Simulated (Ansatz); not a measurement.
# WS2: the cost of one run

Method: DFT PBEsol, scalar-relativistic, plane waves, PAW, in Ansatz 0.2.0.

2 further runs of the same task are left out: 2 set aside as unsound or not needed.

**1. Starting point**

The structure is hexagonal, space group P-6m2 (No. 187). The conventional cell has a = 3.146 Å, b = 3.146 Å, c = 16.953 Å, α = 90.00°, β = 90.00°, γ = 120.00°. W (site symmetry -6m2) has 6 S at 2.40 Å as nearest neighbours. Around S (site symmetry 3m) lie 3 W at 2.40 Å.

Structure file:

```
CELL_PARAMETERS angstrom
3.14578 0.00000 0.00000
-1.57289 2.72432 0.00000
0.00000 0.00000 16.95342
ATOMIC_POSITIONS crystal
W 0.33333 0.66667 0.00000
S 0.66667 0.33333 0.90758
S 0.66667 0.33333 0.09242
```

It goes back to an entry of the Materials Project, which need not be the stable form.

It is the result of an earlier relaxation at this level (volume 48.43 Å³/atom; gap on the mesh: 1.94 eV).

**2. Next: a one-atom displacement scan**

Atom 1 (W) is moved by x along the Cartesian unit vector (0.000, 1.000, 0.000); the cell and all other atoms stay fixed. Forces below are components along that vector, summed over the moved atoms. In a periodic cell its images move with it.

**3. At x = -0.450 Å**

File input.yaml:

```yaml
crystal:
  lattice:
    - [3.1457762098, 0.0, 0.0]
    - [-1.5728881049, 2.7243221123, 0.0]
    - [0.0, 0.0, 16.9534209708]
  atoms:
    - { symbol: W, position: [0.2507439806, 0.5014879611, 0.0] }
    - { symbol: S, position: [0.6666666667, 0.3333333333, 0.907576148] }
    - { symbol: S, position: [0.6666666667, 0.3333333333, 0.092423852] }
basis:
  ecutwfc: 420
kpoints:
  mp_grid: { grid: [12, 12, 2] }
hamiltonian:
  xc: pbesol
scf:
  occupations: { method: gaussian, width: 0.05 }
output:
  forces: true
  stress: true
  eigenvalues: true
```

Run with:

```
ansatz run input.yaml --threads 1 --pin off --max-ram 2560MiB --backend cpu --events-out ev --progress --plain --runs-dir out
```

What time and memory should one allow on 1 thread of Arm Neoverse V2, shared host?

About 14 s, with a peak of 0.46 GiB.
